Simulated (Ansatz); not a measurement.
**GaSb: response to strain**

Aim: deform GaSb (x and y strained by +2 %, z held) and compute stress, forces and field gradients with LAPW, PAW and all-electron datasets made for the crystal.

The COD entry's cell or inner coordinates are ideal or old and differ from later refinements, so a difference from it is no clean test against experiment.

Computed with Ansatz 0.2.0 (DFT PBE, scalar-relativistic, unless a step's input says otherwise).

2 further runs of the same task are left out: 2 that didn't finish. Runs told in other sessions of the task aren't counted.

## 1. Starting point

It takes space group F-43m (No. 216, cubic). Conventional cell: a = 6.118 Å, b = 6.118 Å, c = 6.118 Å, α = 90.00°, β = 90.00°, γ = 90.00°. Around Ga (site symmetry -43m) lie 4 Sb at 2.65 Å. Sb (site symmetry -43m) has 4 Ga at 2.65 Å in its first shell of neighbours.

Structure file:

```cif
data_structure
_symmetry_space_group_name_H-M 'F-43m'
_symmetry_Int_Tables_number 216
_cell_length_a 6.1180
_cell_length_b 6.1180
_cell_length_c 6.1180
_cell_angle_alpha 90.000
_cell_angle_beta 90.000
_cell_angle_gamma 90.000
_cell_volume 229.00
loop_
_atom_site_label
_atom_site_type_symbol
_atom_site_symmetry_multiplicity
_atom_site_Wyckoff_symbol
_atom_site_fract_x
_atom_site_fract_y
_atom_site_fract_z
_atom_site_occupancy
Ga1 Ga 4 a 0.00000 0.00000 0.00000 1
Sb1 Sb 4 c 0.25000 0.25000 0.25000 1
```

The file gives the conventional cell by its symmetry; the runs use the cell typed in the input.

Atoms are numbered in the order of the input: Ga1, Sb2.

## 2. After the deformation

Space group F-43m before, I-4m2 after.

## 3. LAPW, all electrons

input.yaml

```yaml
crystal:
  lattice:
    - [0.0, 3.12018, 3.059]
    - [3.12018, 0.0, 3.059]
    - [3.12018, 3.12018, 0.0]
  atoms:
    - { symbol: Ga, position: [0.0, 0.0, 0.0] }
    - { symbol: Sb, position: [0.75, 0.75, 0.75] }
kpoints:
  mp_grid: { grid: [12, 12, 12] }
scf:
  occupations: { method: fermi_dirac, width: 0.08 }
hamiltonian:
  xc: pbe
  pseudopotentials: { kind: all_electron, lapw: { basis_error: 0.001 } }
output:
  forces: true
  stress: true
  eigenvalues: true
```

Run with:

```bash
$ ansatz run input.yaml --threads 1 --pin off --max-ram 2048MiB --backend cpu --events-out ev --progress --plain --runs-dir out
```

The log of the run, shortened:

```text
LAPW: plane waves up to 8.403 Å⁻¹, error target 1.0e-3 eV per atom; small_component_spin mean_spin; Ga in spheres of 1.317 Å, 21 of its electrons in bands, Dirac shells []; Sb in spheres of 1.368 Å, 23 of its electrons in bands, Dirac shells []
[...]
Pseudopotentials: kind: all_electron
Pseudopotential: Ga, LAPW, valence charge 21, Koelling and Harmon's equation, gaussian nucleus
Pseudopotential: Sb, LAPW, valence charge 23, Koelling and Harmon's equation, gaussian nucleus
Functional definition: PBE
[...]
Crystal: 2 atoms, lattice volume = 59.562 Å³
Basis set: ecut = 269.03008657312773 eV, 601 PW (Γ), exchange–correlation at level 2
Bands: 27, of which v1, the nominal top of the filled ones, is band 22 counted from 1 (21 counted from 0)
Symmetry: 8 space group operations
Space group: I-4m2 (ITA 119), of the structure as read, at distance tolerance 3.9e-5 Å
k-points: 163 of 1728 (time reversal used)
[...]
SCF iter   1: F=—  HF=-229268.417792 eV  |F-HF|=—  |Δ(HF+E_count)|=         —  Δρ=2.00e-2  dr2=2.81e-1  ethr=6.36e-4  ⟨swp⟩=2.8  Hψ=28378  notcnv=0
[...]
the basis was enlarged: its passes take 122.5 KiB over the memory plan, 1 of 1 planned eigensolver slots
[...]
SCF iter   7: F=-229268.367715 eV  HF=-229268.367715 eV  |F-HF|=7.40e-8  |Δ(HF+E_count)|=   2.66e-7  Δρ=7.32e-6  dr2=3.36e-8  ethr=1.02e-9  ⟨swp⟩=3.0  Hψ=12893  notcnv=0
[...]
SCF converged after 7 iterations
Free energy (F): -229268.367715 eV
[...]
E sigma→0 (E₀):  -229268.367224 eV
Entropy (-TS):   -0.000982 eV (-0.491 meV/atom)
Fermi energy:    9.333290 eV
[...]
--- Forces (eV/Å), atoms counted from 1 ---
  atom   1  Ga    -0.00000000     0.00000000    -0.00000000
  atom   2  Sb    -0.00000000     0.00000000     0.00000000
[...]
--- Stress (GPa, compression-positive) ---
        0.061915       0.000000      -0.000000
        0.000000       0.061915       0.000000
       -0.000000       0.000000       0.857196
  P = ⅓ Tr σ = 0.3270 GPa (3.270 kbar)
--- Band table (eV; the first three rows and the last of 163) ---
  k-point 0: bands = ["-134.7233", "-134.6100", "-87.6917", "-87.6917", "-87.6917", "-85.3423", "-85.3385", "-85.3385", "-19.5155", "-19.5150", "-19.5150", "-19.4992", "-19.4985", "-5.7288", "-5.7288", "-5.7261", "-5.6860", "-5.6834", "-2.0143", "8.9528", "9.1571", "9.1571", "9.2648", [...]
[...]
```

It took 84 s on 1 thread of Arm Neoverse V2, shared host; peak memory 0.64 GiB.

Read from it: pressure 0.33 GPa.

## 4. PAW with frozen cores

Edit input.yaml of step 3 so:

```diff
@@ -14,3 +14,3 @@
   xc: pbe
-  pseudopotentials: { kind: all_electron, lapw: { basis_error: 0.001 } }
+  pseudopotentials: { kind: paw }
 output:
@@ -19 +19,6 @@
   eigenvalues: true
+  efg: { contact_densities: true }
+  write_density: true
+  write_potential: true
+  elf: true
+  volumetric_format: npy
```

Run with:

```bash
$ ansatz run input.yaml --threads 1 --pin off --max-ram 2048MiB --backend cpu --events-out ev --progress --plain --runs-dir out
```

The log of the run, shortened:

```text
Sb: output.efg is read without spin–orbit coupling, which moves field gradients at and beside such atoms by some per cent and up to a factor of two; PAW files take it under magnetization.noncollinear and magnetization.spin_orbit
[...]
Pseudopotentials: kind: paw
Pseudopotential: Ga, paw, valence charge 13, recommended cutoff 420 eV (normal)
Pseudopotential: Sb, paw, valence charge 15, recommended cutoff 420 eV (normal)
Functional definition: PBE
[...]
Crystal: 2 atoms, lattice volume = 59.562 Å³
Basis set: ecut = 420 eV, 1195 PW (Γ), exchange–correlation on 60×60×60 points (8 copies of the dense FFT grid, shifted against one another)
Bands: 18, of which v1, the nominal top of the filled ones, is band 14 counted from 1 (13 counted from 0)
Symmetry: 8 space group operations
Space group: I-4m2 (ITA 119), of the structure as read, at distance tolerance 3.9e-5 Å
[...]
  atom   1  Ga    -0.00000000    -0.00000000    -0.00000000
  atom   2  Sb     0.00000000    -0.00000000     0.00000000
[...]
--- Stress (GPa, compression-positive) ---
        0.056165      -0.000000      -0.000000
       -0.000000       0.056165       0.000000
        0.000000       0.000000       0.851099
  P = ⅓ Tr σ = 0.3211 GPa (3.211 kbar)
--- PAW observables at the nuclei: V_zz in 10²¹ V/m², potentials from the cell's mean, atoms counted from 1 ---
  atom   1  Ga V_zz =    +0.278740   η = 0.0000   by run symmetry: allowed
            electrostatic potential = -4130.380050 V   contact ρ = 187424.901934 e/Å³
  atom   2  Sb V_zz =    -0.407876   η = 0.0000   by run symmetry: allowed
            electrostatic potential = -8406.885278 V   contact ρ = 1350070.226166 e/Å³
--- Band table (eV; the first three rows and the last of 163) ---
  k-point 0: bands = ["-21.5018", "-21.5013", "-21.5013", "-21.4855", "-21.4848", "-7.7246", "-7.7246", "-7.7217", "-7.6816", "-7.6788", "-4.0058", "6.9576", "7.1665", "7.1665", "7.2741", "9.9637", "10.0214", "10.0214"]
[...]
```

Run time: 21 s. Hardware: 1 thread of Arm Neoverse V2, shared host; peak memory 0.49 GiB.

This run gives: pressure 0.32 GPa; Vzz Ga1 0.28 (η = 0.00), Sb2 -0.41 (η = 0.00) (10²¹ V/m²).

The fields are shown in the conventional cell of this run's space group, carried over from its grid by interpolation.

Density in a lattice plane of the grid's cell (edges 4.41 and 6.12 Å, at 0.000 of the third edge), which holds Ga and Sb.

Ten even steps from ' ' (0.01 e/Å³) to '@' (52.28 e/Å³):
```
--::                              ::
                                    
                                    
                                    
                                    
                                    
                                    
                                    
                                    
                                    
                                    
                                    
                                    
                ..::..              
              ..--==--..            
                ..::..              
                                    
                                    
--::                              ::
@@++..                          ..++
```
Columns run along the first of these edges and rows up along the second, over one cell in 18 and 20 even steps from the bottom left corner. Atoms in the plane (fractional): Ga at (0.00, 0.00), Sb at (0.50, 0.25).

ELF in the same plane.

Ten even steps from '0' (0.00) to '9' (0.70):
```
002334443334443320
223333211111233332
333332100000123333
444321000000012344
333210000000001233
111100000000000111
000000000000000000
000000001110000000
000001123332110000
000012456665421000
000135676667653100
001356655455665310
012566542224566521
124665410001456642
346875300000357864
457996410001469975
345798542224589754
223589865456898532
002358987678985320
701346777677764310
```
Columns run along the first of these edges and rows up along the second, over one cell in 18 and 20 even steps from the bottom left corner. Atoms in the plane (fractional): Ga at (0.00, 0.00), Sb at (0.50, 0.25).

Both are smooth fields of the valence electrons: close to the nuclei they are not physical.

The highest ELF values outside the cores: 0.71 on the Sb–Ga line, 1.3 Å from Sb.

## 5. Datasets made for this crystal

Edit input.yaml of step 4 so:

```diff
@@ -14,3 +14,3 @@
   xc: pbe
-  pseudopotentials: { kind: paw }
+  pseudopotentials: { kind: all_electron, datasets: crystal }
 output:
@@ -20,5 +20 @@
   efg: { contact_densities: true }
-  write_density: true
-  write_potential: true
-  elf: true
-  volumetric_format: npy
```

Run with:

```bash
$ ansatz run input.yaml --threads 1 --pin off --max-ram 2048MiB --backend cpu --events-out ev --progress --plain --runs-dir out
```

The log of the run, shortened:

```text
[...]
Sb: output.efg is read without spin–orbit coupling, which moves field gradients at and beside such atoms by some per cent and up to a factor of two; PAW files take it under magnetization.noncollinear and magnetization.spin_orbit
[...]
Pseudopotentials: kind: all_electron
Pseudopotential: Ga, paw, valence charge 13, recommended cutoff 220 eV (normal), Koelling and Harmon's equation, gaussian nucleus
Pseudopotential: Sb, paw, valence charge 15, recommended cutoff 220 eV (normal), Koelling and Harmon's equation, gaussian nucleus
Functional definition: PBE
[...]
Crystal: 2 atoms, lattice volume = 59.562 Å³
Basis set: ecut = 220 eV, 443 PW (Γ), exchange–correlation on 48×48×48 points (8 copies of the dense FFT grid, shifted against one another)
Bands: 13, of which v1, the nominal top of the filled ones, is band 9 counted from 1 (8 counted from 0)
Symmetry: 8 space group operations
[...]
  atom   1  Ga    -0.00000000     0.00000000     0.00000000
  atom   2  Sb     0.00000000    -0.00000000     0.00000000
[...]
--- Stress (GPa, compression-positive) ---
        0.059828      -0.000000       0.000000
       -0.000000       0.059828       0.000000
        0.000000       0.000000       0.855049
  P = ⅓ Tr σ = 0.3249 GPa (3.249 kbar)
  It holds what live shells' own plane waves past their cutoff add
--- PAW observables at the nuclei: V_zz in 10²¹ V/m², potentials from the cell's mean, atoms counted from 1 ---
  atom   1  Ga V_zz =    +0.279927   η = 0.0000   by run symmetry: allowed
            electrostatic potential = -4130.366915 V   contact ρ = 187494.620131 e/Å³
  atom   2  Sb V_zz =    -0.391596   η = 0.0000   by run symmetry: allowed
            electrostatic potential = -8406.833414 V   contact ρ = 1349955.259493 e/Å³
--- Band table (eV; the first three rows and the last of 163) ---
  k-point 0: bands = ["-5.7288", "-5.7288", "-5.7261", "-5.6859", "-5.6834", "-2.0142", "8.9530", "9.1571", "9.1571", "9.2648", "11.9554"]
[...]
```

Run time: 29 s. Hardware: 1 thread of Arm Neoverse V2, shared host; peak memory 0.74 GiB.

This run gives: pressure 0.32 GPa; Vzz Ga1 0.28 (η = 0.00), Sb2 -0.39 (η = 0.00) (10²¹ V/m²).

## 6. Side by side

Stress (GPa, compression positive):

```csv
method,xx,yy,zz,yz,xz,xy
LAPW,0.06,0.06,0.86,0.00,0.00,0.00
PAW,0.06,0.06,0.85,0.00,0.00,0.00
crystal datasets,0.06,0.06,0.86,0.00,0.00,0.00
```

| method | pressure (GPa) | Vzz Ga1 (10²¹ V/m²) | Vzz Sb2 (10²¹ V/m²) | SCF cycles, by the record's count | time |
| --- | --- | --- | --- | --- | --- |
| LAPW | 0.33 | – | – | 7 | 84 s |
| PAW | 0.32 | 0.28 | -0.41 | 6 | 21 s |
| crystal datasets | 0.32 | 0.28 | -0.39 | 9 | 29 s |

## 7. Summary of results

| quantity | value |
| --- | --- |
| pressure | LAPW 0.33, PAW 0.32, crystal datasets 0.32 GPa |
| largest shear or deviatoric stress (LAPW) | 0.53 GPa |

The largest part of the stress beyond the pressure is 0.53 GPa in size, in the zz component; the atoms are carried along and not relaxed. No run of the undeformed cell stands beside it, so pressure and stress hold what the given cell had before the change, as far as its symmetry allows. PAW: stress within 0.01 GPa of LAPW. Crystal datasets: stress within 0.01 GPa of LAPW.
